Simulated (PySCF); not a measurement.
Structure with atom numbers: `[cH:1]1[cH:2][cH:3][n:4][cH:5][cH:6]1`; H(Xn) means a hydrogen on atom n.

GIAO shifts from PySCF on PBE0-D3(BJ)/def2-TZVP geometries (one conformer, non-relativistic, equivalent nuclei averaged), against TMS at the same level and in the same medium; PCM means IEF-PCM chloroform.

Measured (solution, CDCl3, 298 K; Fulmer et al., Organometallics 2010, 29, 2176): C3/C5 149.9, C2/C6 123.8, C1 136.0, H(C3)/H(C5) 8.62, H(C2)/H(C6) 7.29, H(C1) 7.68 ppm.

Q: Which unscaled values do B97-2/pcSseg-2, gas; WP04/pcSseg-2, PCM; wB97X-D/pcSseg-2, PCM give, and how close are they?

A: 
```csv
atoms,measured,"B97-2/pcSseg-2, gas","WP04/pcSseg-2, PCM","wB97X-D/pcSseg-2, PCM"
C3/C5,149.9,158.5,161.8,164.1
C2/C6,123.8,129.1,133.3,135.4
C1,136.0,141.8,147.0,150.0
H(C3)/H(C5),8.62,8.97,8.73,9.05
H(C2)/H(C6),7.29,7.40,7.43,7.77
H(C1),7.68,7.84,7.83,8.22
```

Mean absolute error for ¹³C: B97-2/pcSseg-2, gas 6.6, WP04/pcSseg-2, PCM 10.8, wB97X-D/pcSseg-2, PCM 13.3 ppm.

Mean absolute error for ¹H: B97-2/pcSseg-2, gas 0.21, WP04/pcSseg-2, PCM 0.13, wB97X-D/pcSseg-2, PCM 0.48 ppm.
